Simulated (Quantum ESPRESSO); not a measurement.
Co:

```
CELL_PARAMETERS angstrom
2.48736 0.00000 0.00000
-1.24368 2.15412 0.00000
0.00000 0.00000 4.06329
ATOMIC_POSITIONS crystal
Co 0.33333 0.66667 0.74014
Co 0.66667 0.33333 0.25986
```

| Item | Value |
| --- | --- |
| Program | Quantum ESPRESSO 7.5 |
| Task | Wannier functions |
| Functional | LDA |
| Potentials or basis | GBRV 1.5 LDA |
| Cutoff | 762 eV |
| Density cutoff | 6095 eV |
| k mesh | 10 × 10 × 6 |
| Occupations | fermi-dirac, width 0.05 eV |
| Spin | collinear spin, ferromagnetic start |
| Starting moments | [2.0, 2.0] μB |
| Form of the LDA correlation | PZ81 |
| Mixing beta | 0.3 |
| Most SCF iterations | 120 |
| SCF threshold | 4e-10 Ry |
| k mesh for the Wannier functions | 7 × 7 × 4 |
| Projections | Co spd |

Start: atomic projections with disentanglement, frozen window up to 3.0 eV over the reference level; the lowest 8 bands are left out. The reference level is the Fermi level, or the middle of the gap.

Problem. With atomic projections with disentanglement, how many functions result, how localised are they, and how well do they interpolate the bands?

Solution. 36 functions with spreads from 0.34 to 2.61 Å², 42.2 Å² in all; they miss the direct bands by 75 meV (root mean square).

Spin up: Wannier functions:
| function | nearest atom | distance (Å) | spread (Å²) | on-site energy from the reference level (eV) |
| --- | --- | --- | --- | --- |
| 1 | 1 Co | 0.07 | 1.69 | 5.69 |
| 2 | 1 Co | 0.17 | 1.70 | 14.68 |
| 3 | 1 Co | 0.18 | 2.56 | 14.64 |
| 4 | 1 Co | 0.20 | 2.51 | 14.63 |
| 5 | 1 Co | 0.00 | 0.39 | -1.80 |
| 6 | 1 Co | 0.00 | 0.41 | -1.91 |
| 7 | 1 Co | 0.00 | 0.41 | -1.91 |
| 8 | 1 Co | 0.00 | 0.34 | -1.52 |
| 9 | 1 Co | 0.00 | 0.34 | -1.52 |
| 10 | 2 Co | 0.08 | 1.71 | 5.80 |
| 11 | 2 Co | 0.17 | 1.70 | 14.69 |
| 12 | 2 Co | 0.03 | 2.55 | 14.57 |
| 13 | 2 Co | 0.17 | 2.58 | 14.58 |
| 14 | 2 Co | 0.00 | 0.39 | -1.80 |
| 15 | 2 Co | 0.00 | 0.41 | -1.91 |
| 16 | 2 Co | 0.00 | 0.41 | -1.91 |
| 17 | 2 Co | 0.00 | 0.34 | -1.52 |
| 18 | 2 Co | 0.00 | 0.34 | -1.53 |
Spin down: Wannier functions:
```
function  nearest atom  distance (Å)  spread (Å²)  on-site energy from the reference level (eV)
       1          1 Co          0.03         1.78                                          6.66
       2          1 Co          0.16         1.74                                         14.93
       3          1 Co          0.07         2.57                                         14.87
       4          1 Co          0.14         2.61                                         14.88
       5          1 Co          0.00         0.42                                         -0.10
       6          1 Co          0.00         0.44                                         -0.17
       7          1 Co          0.00         0.44                                         -0.17
       8          1 Co          0.00         0.36                                          0.20
       9          1 Co          0.00         0.36                                          0.20
      10          2 Co          0.03         1.78                                          6.66
      11          2 Co          0.16         1.74                                         14.93
      12          2 Co          0.09         2.56                                         14.87
      13          2 Co          0.14         2.60                                         14.89
      14          2 Co          0.00         0.42                                         -0.10
      15          2 Co          0.00         0.44                                         -0.17
      16          2 Co          0.00         0.44                                         -0.17
      17          2 Co          0.00         0.36                                          0.20
      18          2 Co          0.00         0.36                                          0.20
```

Parts of the spread (Å²): spin up: invariant 9.97, diagonal 0.297, off-diagonal 10.49, total 20.76; spin down: invariant 10.17, diagonal 0.444, off-diagonal 10.78, total 21.39. Against the direct bands the interpolation misses by 75 meV (root mean square) and 749 meV at most, for states up to 1 eV over the reference level.

Caveat: the Wannier minimisation didn't converge.
